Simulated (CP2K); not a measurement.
Sn:

```xyz
1
Lattice="3.4061 0.0000 0.0000 -0.1954 3.4005 0.0000 -1.5549 -1.7478 2.4756" Properties=species:S:1:pos:R:3 pbc="T T T"
Sn    0.0000    0.0000    0.0000
```

This isn't the form of Sn at room conditions, which is tetragonal (white tin).

- Program: CP2K 2026.2
- Task: single point
- Functional: PBE
- Potentials or basis: POTENTIAL_UZH Sn GTH-PBE-q4; TZVP-MOLOPT-PBE-GTH basis
- Density cutoff: 6123 eV
- k mesh: 11 × 11 × 11
- Occupations: fermi-dirac, width 0.05 eV
- Spin: no spin polarisation

On this cell: pressure 0.0 GPa; band gap on the k mesh none (metal or under the smearing width).

The same run follows on a disturbed copy (cell strained at random at fixed volume):

```
Sn
1.0
     3.34110    0.00000    0.00000
    -0.18555    3.45052    0.00000
    -1.47450   -1.77574    2.48715
Sn
1
Direct
  0.99505 0.98835 0.99670
```

**Question.** What changes?

**Answer.** The energy (extrapolated to zero smearing) moves by +5.3 meV/atom; pressure 0.0 GPa; band gap on the k mesh none (metal or under the smearing width).

Stress tensor (GPa, compression positive):
```
 0.63  0.13 -0.92
 0.13 -0.54  0.43
-0.92  0.43  0.00
```

Caveats: the basis of atomic orbitals isn't converged, which shifts pressures, moduli and gaps.
